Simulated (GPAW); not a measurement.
Write an ASE script for GPAW 26.7.0 that does the following.

| Item | Value |
| --- | --- |
| Task | one-shot levels on a semilocal density |
| Functional | r2SCAN |
| Potentials or basis | GPAW PAW data sets (gpaw-data 1.2.1) |
| Cutoff | 650 eV |
| Basis | pw |
| k mesh | 5 × 5 × 5 |
| Occupations | fermi-dirac, width 0.05 eV |
| Spin | no spin polarisation |
| Maxiter | 50 |
| Eps inf used | 4.96 |
| Eps inf from | RPA with local fields on PBE states, same cell |
| Exx fractions | r2SCAN0 0.25, r2SCANh 0.1, r2SCAN50 0.5, r2SCAN-EpsX 0.202 |

MgS (Niningerite):

```xyz
2
Lattice="0.0000 2.6016 2.6016 2.6016 0.0000 2.6016 2.6016 2.6016 0.0000" Properties=species:S:1:pos:R:3 pbc="T T T"
S     2.6016    2.6016    2.6016
Mg    0.0000    0.0000    0.0000
```

The input as run:

run.py

```python
import numpy as np
from ase.dft.bandgap import bandgap
from ase.io import write
from ase.spacegroup import crystal
from ase.units import Ha
from gpaw import GPAW, PW
from gpaw.hybrids.energy import non_self_consistent_energy
from gpaw.new.pw.nschse import non_self_consistent_matrix_elements

# S 4b
# Mg 4a
atoms = crystal(['S', 'Mg'],
                basis=[[0.5, 0.0, 0.0],
                       [0.0, 0.0, 0.0]],
                spacegroup=225, setting=1,  # Fm-3m
                cellpar=[5.2033, 5.2033, 5.2033, 90.0, 90.0, 90.0],
                primitive_cell=True)

calc = GPAW(mode=PW(650),
            xc='MGGA_X_R2SCAN+MGGA_C_R2SCAN',
            kpts={'size': (5, 5, 5), 'gamma': True},
            occupations={'name': 'fermi-dirac', 'width': 0.05},
            nbands=16,
            convergence={'density': 1e-06, 'bands': 14},
            maxiter=50,
            txt='gpaw.txt')
atoms.calc = calc
energy = atoms.get_potential_energy()
calc.write('gs.gpw')
write('result.traj', atoms)
print(f'Energy: {energy:.6f} eV')
print('Fermi level:', round(calc.get_fermi_level(), 4), 'eV')
print(f'Gap: {bandgap(calc)[0]:.4f} eV, direct: {bandgap(calc, direct=True)[0]:.4f} eV')

calc.write('wfs.gpw', mode='all')
eps = calc.eigenvalues()
free = calc.get_potential_energy(force_consistent=True)
semilocal_x = free + calc.get_xc_difference('MGGA_X_R2SCAN')  # without correlation
exact_x = non_self_consistent_energy(calc, 'EXX').sum()
h_x = non_self_consistent_matrix_elements(GPAW('wfs.gpw').dft, 'MGGA_X_R2SCAN')
h_exx = non_self_consistent_matrix_elements(GPAW('wfs.gpw').dft, 'EXX')
shift = np.einsum('sknn->skn', h_exx - h_x).real * Ha
np.savetxt('shift.dat', shift[..., :14].reshape((-1, 14)), fmt='%.4f')
occupied = eps < calc.get_fermi_level()
for name, a in {'r2SCAN0': 0.25, 'r2SCANh': 0.1, 'r2SCAN50': 0.5, 'r2SCAN-EpsX': 0.202}.items():
    levels = (eps + a * shift)[..., :14]
    gap = levels[~occupied[..., :14]].min() - levels[occupied[..., :14]].max()
    print(f'{name}: share {a}, energy {free + a * (exact_x - semilocal_x):.6f} eV, gap {gap:.4f} eV')
```

Potentials or basis: GPAW PAW data sets (gpaw-data 1.2.1), pw.

Launch:

```sh
$ OMP_NUM_THREADS=1 python run.py
```

It gave:

```
Band gap on the k mesh : 3.90 eV, indirect (least direct gap 4.64 eV)
```

Caveat: the k mesh is coarse; energy and the plain gap are those of the semilocal run; the hybrids' values are one shot on its orbitals and mesh; an odd mesh through Γ misses points on the zone boundary, where band edges often lie.

Wall time 110 s on 1 thread of Intel(R) Xeon(R) 6975P-C (Granite Rapids), on a shared host, peak memory 0.46 GiB.
